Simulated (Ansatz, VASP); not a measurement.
Two plane-wave programs on Al

```
Al
1.0
     2.84058    0.00000    0.00000
    -1.42029    2.46001    0.00000
     0.00000    0.00000    4.77095
Al
2
Direct
  0.66667 0.33333 0.75000
  0.33333 0.66667 0.25000
```

This isn't the form of Al at room conditions, which is fcc.

Alike in both runs: task single point; functional LDA; k mesh 14 × 14 × 7; occupations fermi-dirac, width 0.15 eV; no spin polarisation.

```csv
,VASP,Ansatz
version,VASP 6.6.1,Ansatz 0.2.0
potentials or method,"VASP PAW LDA potentials, release 64 (Al)","plane waves, PAW"
plane-wave cutoff (eV),520,520
valence electrons in the cell,6,6
```

Ansatz gave:

* pressure (GPa): -3.2
* largest component of the traceless stress (GPa): 0.08

Task: Estimate VASP's values.

Result: Pressure (GPa): -3.1; largest component of the traceless stress (GPa): 0.08.
